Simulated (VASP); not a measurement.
Here is the system:

```xyz
2
Lattice="0.0000 3.0100 3.0100 3.0100 0.0000 3.0100 3.0100 3.0100 0.0000" Properties=species:S:1:pos:R:3 pbc="T T T"
Li     0.0000     0.0000     0.0000
I      3.0100     3.0100     3.0100
```

These are PBE GGA, VASP's PBE PAW potentials (set 64) (plane waves; VASP) values and carry that method's errors. Numerical set-up: 520 eV cut-off, Gaussian smearing of 0.050 eV, potentials Li_sv I.

Unless said otherwise, spin-orbit coupling is left out, though it shifts the bands of the heavy elements here.

Problem. Predict the band gap (along the path) with the smallest direct gap where there is one.

Solution. 
```json
{
 "band gap (along the path)": "4.25 eV",
 "smallest direct gap (along the path)": "4.26 eV"
}
```

Only differences to runs with the same potentials and settings are physical.

The compound is LiI in the rock salt structure. The cell was not relaxed at this level.
